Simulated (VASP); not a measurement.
NiSb (Breithauptite) under changes of volume

One of the cells (17.446 Å³/atom); the others are scaled copies at fixed shape and fractional positions:

```
Sb Ni
1.0
     3.95401    0.00000    0.00000
    -1.97701    3.42428    0.00000
     0.00000    0.00000    5.15391
Sb Ni
2 2
Direct
  0.66667 0.33333 0.75000
  0.33333 0.66667 0.25000
  0.00000 0.00000 0.50000
  0.00000 0.00000 0.00000
```

* Program: VASP 6.6.1
* Functional: PBE
* Potentials or basis: VASP PAW PBE potentials, release 64 (Sb, Ni)
* Cutoff: 520 eV
* k mesh: 8 × 8 × 5
* Occupations: fermi-dirac, width 0.05 eV
* Spin: collinear spin, ferromagnetic start
* Starting moments: [0.0, 0.0, 1.0, 1.0] μB

```csv
volume (Å³/atom),energy over the lowest point (meV/atom),pressure (GPa)
16.077,55.37,12.9
16.419,?,?
16.761,15.14,6.3
17.446,0.00,1.2
17.788,0.07,-1.0
18.130,4.45,-2.9
```

What does the run at 16.419 Å³/atom give?

Energy over the lowest point 31.73 meV/atom; pressure 9.4 GPa.

Worked out: A Birch-Murnaghan fit of order 3 (a polynomial in V^(-2/3)) to the other rows has its minimum at 17.61 Å³/atom with B0 = V·E''(V) = 111 GPa and B' = 5.4 at fixed shape and positions, which overstates the stiffness. It gives 31.72 meV/atom at 16.419 Å³/atom, against the run's 31.73, and -dE/dV = 9.4 GPa, against 9.4.

Energies are extrapolated to zero smearing.
